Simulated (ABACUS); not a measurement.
Runs of ABACUS 3.10.1 on Nb. Symmetry: Im-3m, No. 229, cubic system. The conventional cell has a = 3.328 Å, b = 3.328 Å, c = 3.328 Å, α = 90.00°, β = 90.00°, γ = 90.00°. Around Nb (site symmetry m-3m) lie 8 Nb at 2.88 Å. 

```tsv
task	level	potentials or basis	spin	cell	k mesh	cutoff (eV)	orbital files	path	points for each segment of the path	SCF threshold on the density	eigensolver	mesh quality	gap on the mesh (eV)	pressure (GPa)	relaxed volume (Å³/atom)
relaxation of cell and atoms	r2SCAN	SG15 ONCV 1.2 PBE, DZP LCAO (the cutoffs set its grid)	off	relaxed	8 × 8 × 8	1361	Nb Nb_confined-atom_7au_3s2p2d1f.orb	-	-	1e-07	genelpa	not flagged	-	0.0	18.11
single point	r2SCAN	SG15 ONCV 1.2 PBE, DZP LCAO (the cutoffs set its grid)	off	as given	8 × 8 × 8	1361	Nb Nb_confined-atom_7au_3s2p2d1f.orb	-	-	1e-07	genelpa	not flagged	none	-3.2	-
single point	PBE	PseudoDojo NC FR 0.4 PBE standard, DZP LCAO (the cutoffs set its grid)	SOC, no magnetisation	as given	7 × 7 × 7	1361	Nb Nb_confined-atom_7au_3s2p2d1f.orb	-	-	1e-07	genelpa	coarse	none	(a)	-
relaxation of cell and atoms	PBE	PseudoDojo NC SR 0.4.1 PBE standard, TZDP LCAO (the cutoffs set its grid)	off	relaxed	10 × 10 × 10	1361	Nb Nb_confined-atom_7au_4s3p3d1f.orb	-	-	1e-07	genelpa	not flagged	none	0.0	18.20
```

Alike in all rows: smearing fermi-dirac 0.05 eV.

Estimate the missing entries.

(a) -1.5.

Caveats: some runs use coarse meshes; the atomic orbitals were generated for these runs and aren't a published set; the basis of atomic orbitals isn't converged, which shifts pressures, moduli and gaps; the potentials were made for another functional, which shifts forces and pressure (some runs).

A k mesh can miss the band edges, and rows without SOC leave out spin-orbit coupling on Nb.

A gap of «none» marks a metal or a gap under the smearing width.
